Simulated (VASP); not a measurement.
# SnO: optical spectrum of independent particles, by functional and spin-orbit coupling

SnO, P4/nmm (no. 129), 4 atoms in the cell.

| Functional | Spin-orbit coupling | ε at zero frequency, electronic | Mean energy of the absorption, weighted by Im ε (eV) | Refractive index at 1064 nm | Direct gap on the mesh (eV) | Time (s) |
|---|---|---|---|---|---|---|
| PBE | no | 8.10 | 6.86 | 2.98 | 2.03 | 23 |
| LDA | no | 8.24 | 6.83 | 3.01 | 1.96 | 21 |
| PBEsol | no | 8.34 | 6.80 | 3.04 | 1.96 | 23 |
| r2SCAN | no | 7.11 | 7.32 | 2.76 | 2.37 | 104 |
| TB-mBJ | no | 6.57 | 7.53 | 2.65 | 2.45 | 119 |
| SCAN | no | 7.20 | 7.27 | 2.78 | 2.33 | 139 |
| PBE | yes | 8.12 | 6.86 | 2.99 | 2.03 | 95 |
| TB-mBJ | yes | 6.58 | 7.52 | 2.65 | 2.45 | 810 |

Limits: The 6×6×6 mesh is coarse for a spectrum: peaks stand apart that a denser mesh merges, and ε at zero frequency can be far too high; rows 1, 2, 3, 4, 5, 6: spin-orbit coupling is left out, which can matter with atoms this heavy; the pull between electron and hole is left out; rows 1, 2, 3, 4, 6, 7: the onset follows the functional's gap, which semilocal functionals usually make too small; ε is the mean of a tensor that differs by direction.

## Input of the first row

INCAR:
```
ALGO = Normal ; CSHIFT = 0.1
EDIFF = 1E-7 ; ENCUT = 460
GGA = PE ; ISMEAR = 0
KPAR = 4 ; LASPH = T
LCHARG = F ; LOPTICS = T
LWAVE = T ; NBANDS = 44
NEDOS = 2000 ; PREC = Accurate
SIGMA = 0.02
```

KPOINTS:
```
k-points
0
Gamma
  6 6 6
```

POSCAR:
```
SnO
1.0
    3.8136952200      0.0000000000      0.0000000000
    0.0000000000      3.8136952200      0.0000000000
    0.0000000000      0.0000000000      4.8869133000
Sn O
2 2
Direct
    0.5000000000      0.0000000000      0.7646261400
    0.0000000000      0.5000000000      0.2353738600
    0.0000000000      0.0000000000      0.0000000000
    0.5000000000      0.5000000000      0.0000000000
```

Commands:
```
cat potpaw_PBE.64/Sn_d/POTCAR potpaw_PBE.64/O/POTCAR > POTCAR
mpirun -np 4 vasp_std > vasp.out
```

Changes of row 7 against the first:
```
- NBANDS = 44
+ NBANDS = 88
+ LSORBIT = True
+ MAGMOM = 12*0
+ GGA_COMPAT = False
- vasp_std
+ vasp_ncl
```

VASP 6.6.1 took 23 s on 4 cores (AMD EPYC 9R45 (Zen 5)), a shared host.
